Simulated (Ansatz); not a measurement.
Wanted: the native input for an Ansatz 0.2.0 run.

```yaml
Task: single point
Functional: PBE
Potentials_or_basis: Ansatz PAW
Cutoff: "420 eV (not typed: the program's choice for these potentials)"
k_mesh: 8 × 8 × 3
Occupations: fermi-dirac, width 0.05 eV
Spin: no spin polarisation
```

The system is Al2O3.

```
CELL_PARAMETERS angstrom
2.88432 0.00000 0.00000
-1.44216 2.49790 0.00000
0.00000 0.00000 9.33675
ATOMIC_POSITIONS crystal
Al 0.00000 0.00000 0.85001
Al 0.00000 0.00000 0.14999
O 0.33333 0.66667 0.77768
O 0.66667 0.33333 0.00000
O 0.33333 0.66667 0.22232
```

Measurements of this composition are mostly on another form, of space group No. 167.

These files were run (other wordings do the same):

input.yaml

```yaml
crystal:
  lattice:
    - [2.8843249483, 0.0, 0.0]
    - [-1.4421624742, 2.497898678, 0.0]
    - [0.0, 0.0, 9.33675446]
  atoms:
    - { symbol: Al, position: [0.0, 0.0, 0.85000767] }
    - { symbol: Al, position: [0.0, 0.0, 0.14999233] }
    - { symbol: O, position: [0.3333333333, 0.6666666667, 0.77768308] }
    - { symbol: O, position: [0.6666666667, 0.3333333333, 0.0] }
    - { symbol: O, position: [0.3333333333, 0.6666666667, 0.22231692] }
hamiltonian:
  xc: pbe
  pseudopotentials: { kind: paw }
kpoints:
  mp_grid: { grid: [8, 8, 3] }
scf:
  occupations: { method: fermi_dirac, width: 0.05 }
output:
  forces: true
  stress: true
  eigenvalues: true
```

Potentials or basis: Ansatz PAW.

The run is started by

```sh
$ ansatz run input.yaml --threads 2 --pin off --max-ram 5632MiB --backend cpu --events-out ev --progress --plain --runs-dir out
```

It gave:

```
Pressure               : 0.1 GPa
Largest force          : 0.042 eV/Å
Band gap on the k mesh : 4.80 eV, indirect (least direct gap 5.03 eV)
```

Caveat: odd divisions of the mesh miss points on the zone boundary, where band edges often lie, so the gap on the mesh can be too wide; the pressure holds a Pulay correction of +0.5 GPa for the finite cutoff.

It took 1.4 s on 2 threads of Arm Neoverse V1, with other jobs on the host, peak memory 0.31 GiB.
